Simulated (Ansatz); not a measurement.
# TiO2: the cost of one run

Program: Ansatz 0.2.0. Linear response, PAW datasets, plane waves. (Simulation; spin polarisation is off.)

## Step 1: The cell

The cell was relaxed beforehand with PBEsol.

Space group P4_2/mnm (No. 136), tetragonal; conventional cell a = 4.591 Å, c = 2.939 Å, 10.33 Å³ an atom. Near Ti stand 6 O at 1.94–1.98 Å; near O stand 3 Ti at 1.94–1.98 Å.

As a file:

```cif
data_structure
_symmetry_space_group_name_H-M 'P4_2/mnm'
_symmetry_Int_Tables_number 136
_cell_length_a 4.5913
_cell_length_b 4.5913
_cell_length_c 2.9390
_cell_angle_alpha 90.000
_cell_angle_beta 90.000
_cell_angle_gamma 90.000
_cell_volume 61.95
loop_
_atom_site_label
_atom_site_type_symbol
_atom_site_symmetry_multiplicity
_atom_site_Wyckoff_symbol
_atom_site_fract_x
_atom_site_fract_y
_atom_site_fract_z
_atom_site_occupancy
Ti1 Ti 2 a 0.00000 0.00000 0.00000 1
O1 O 4 f 0.30444 0.30444 0.00000 1
```

## Step 2: Phonons at Γ with PBEsol

The input, input.yaml:

```yaml
crystal:
  lattice:
    - [4.5912758593, 0.0, 0.0]
    - [0.0, 4.5912758593, 0.0]
    - [0.0, 0.0, 2.9389972098]
  atoms:
    - { symbol: Ti, position: [0.0, 0.0, 0.0] }
    - { symbol: Ti, position: [0.5, 0.5, 0.5] }
    - { symbol: O, position: [0.3044413194, 0.3044413194, 0.0] }
    - { symbol: O, position: [0.1955586806, 0.8044413194, 0.5] }
    - { symbol: O, position: [0.8044413194, 0.1955586806, 0.5] }
    - { symbol: O, position: [0.6955586806, 0.6955586806, 0.0] }
kpoints:
  mp_grid: { grid: [4, 4, 8] }
hamiltonian:
  xc: pbesol
scf:
  occupations: { method: fixed }
phonons:
  method: dfpt
  dielectric: true
  qpoints: [[0, 0, 0]]
  rigid_motions: translations
```

Command:

```console
> ansatz run input.yaml --threads 4 --pin off --max-ram 7372MiB --backend cpu --events-out ev --progress --plain --runs-dir out
```

**Question.** How long does this run take on 4 threads of Arm Neoverse V1, shared host, and how much memory does it need?

About 42 s, with a peak of 0.84 GiB.
